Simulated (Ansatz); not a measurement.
Results of PBEsol (Ansatz, a first-principles code, PAW) for chalcopyrite CuInS₂.

Numerical settings: plane-wave cutoff 520 eV, 10×10×10 k mesh, Fermi–Dirac smearing 0.01 eV, no spin polarisation, scalar-relativistic PAW data made under PBE.

Energies at three volumes about the minimum:

| V (Å³/atom) | E − E_lowest (meV/atom) |
|---|---|
| 20.334 | 2.04 |
| 20.749 | 0.00 |
| 21.164 | 1.90 |

Task: Fit a parabola by hand: where is the minimum, and what is the bulk modulus?

Result: Slopes: (0.00 − 2.04)/(20.749 − 20.334) = -4.916 and (1.90 − 0.00)/(21.164 − 20.749) = 4.578 meV/Å³. Curvature E″ = 2 × (4.578 − (-4.916))/(21.164 − 20.334) = 22.877 meV/Å⁶. From the middle of the first interval, the slope vanishes at V0 = 20.5415 − (-4.916)/22.877 = 20.756 Å³/atom. B = V0 E″ = 20.756 × 22.877 meV/Å³ × 0.1602 GPa per meV/Å³ = 76.1 GPa. The full Birch–Murnaghan fit to all volumes gives V0 = 20.749 Å³/atom and B0 = 76.1 GPa.

Shape and atoms are relaxed at each volume.

Note: this level leaves the solid without a gap, although one is measured.
